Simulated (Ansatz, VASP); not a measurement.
**Two plane-wave programs on ZrC**

File INCAR:

```
PREC     = Accurate       # precision mode
ENCUT    = 520            # plane-wave cutoff, eV
EDIFF    = 1E-7           # SCF threshold, eV
ISMEAR   = 0              # smearing method
SIGMA    = 0.15           # smearing width, eV
LREAL    = F              # projectors in reciprocal space
LASPH    = T              # aspherical terms in the spheres
NELM     = 80             # most SCF steps
ALGO     = Normal         # electronic algorithm
ISIF     = 2              # what is computed and relaxed
LWAVE    = F              # write WAVECAR
LCHARG   = F              # write CHGCAR
NBANDS   = 15             # bands
```

KPOINTS

```
regular mesh
0
Gamma
  16 16 16
```

The input POSCAR:

```
ZrC
1.0
    0.0000000000      2.2665395978      2.4291066370
    2.2665395978      0.0000000000      2.4291066370
    2.2665395978      2.2665395978      0.0000000000
Zr C
1 1
Direct
    0.4951207967      0.5048792033      0.5048792033
    0.0370573274     -0.0370573274     -0.0370573274
```

Input for Ansatz:

```yaml
crystal:
  lattice:
    - [0.0, 2.2665395978, 2.429106637]
    - [2.2665395978, 0.0, 2.429106637]
    - [2.2665395978, 2.2665395978, 0.0]
  atoms:
    - { symbol: Zr, position: [0.4951207967, 0.5048792033, 0.5048792033] }
    - { symbol: C, position: [0.0370573274, -0.0370573274, -0.0370573274] }
basis:
  ecutwfc: 520.0
kpoints:
  mp_grid: { grid: [16, 16, 16] }
hamiltonian:
  xc: lda
scf:
  occupations: { method: gaussian, width: 0.15 }
output:
  forces: true
  stress: true
  eigenvalues: true
```

Change from the starting cell: mode 4 frozen in at -0.172 Å, strain +e along z and -e/2 along x and y +0.0467.

Alike in both runs: task single point; functional LDA; k mesh 16 × 16 × 16; occupations gaussian, width 0.15 eV; no spin polarisation.

|  | VASP | Ansatz |
| --- | --- | --- |
| version | VASP 6.6.1 | Ansatz 0.2.0 |
| potentials or method | VASP PAW LDA potentials, release 64 (Zr_sv, C) | scalar-relativistic, plane waves, PAW |
| plane-wave cutoff (eV) | 520 | 520 |
| valence electrons in the cell | 16 | 16 |

```tsv
	VASP	Ansatz	Ansatz less VASP
gap on the k mesh at the Fermi level (eV)	none	none	-
pressure (GPa)	7.3	6.7	-0.64
largest component of the traceless stress (GPa)	22.30	22.09	-0.209
rms of the force components (eV/Å)	1.297	1.284	-0.0133
```

Atom by atom the forces differ by 0.013 eV/Å (rms over components). A gap of «none» marks a metal or a gap that the smearing closes.

Caveats: forces of over 1 eV/Å show positions far from the minimum, so gaps and moduli don't describe the material at rest.
